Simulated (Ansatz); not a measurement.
Crystal: Al.

```
Al
1.0
     0.00000    2.02481    2.02481
     2.02481    0.00000    2.02481
     2.02481    2.02481    0.00000
Al
1
Direct
  0.00000 0.00000 0.00000
```

| Item | Value |
| --- | --- |
| Program | Ansatz 0.2.0 |
| Task | relaxation of cell and atoms |
| Functional | PBE |
| Dispersion | D3(BJ) |
| Potentials or basis | Ansatz PAW |
| Cutoff | 420 eV (not typed: the program's choice for these potentials) |
| k mesh | 11 × 11 × 11 |
| Occupations | fermi-dirac, width 0.05 eV |
| Spin | no spin polarisation |

At the start: volume 16.60 Å³/atom.

Question: Where does the relaxation end?

Answer: It ends after 5 steps and the volume is 15.83 Å³/atom (-4.7 %); space group Fm-3m (No. 225, to 0.05 Å).

Step by step:
```
step  energy change (eV)  largest force (eV/Å)  volume (Å³)
   1              0.0000                0.0000        16.60
   2             -0.0096                0.0000        15.69
   3             -0.0099                0.0000        15.84
   4             -0.0099                0.0000        15.83
   5             -0.0096                0.0000        15.83
```

Final structure:
```
CELL_PARAMETERS angstrom
0.00000 1.99285 1.99285
1.99285 0.00000 1.99285
1.99285 1.99285 0.00000
ATOMIC_POSITIONS crystal
Al 0.00000 0.00000 0.00000
```

The cell as given is a measured one (16.60 Å³/atom); PBE+D3(BJ) puts the equilibrium volume -4.7 % from it, thermal expansion not counted.

Caveat: the plane-wave basis is chosen anew once the cell has moved, so the energies of steps on either side of that aren't comparable.
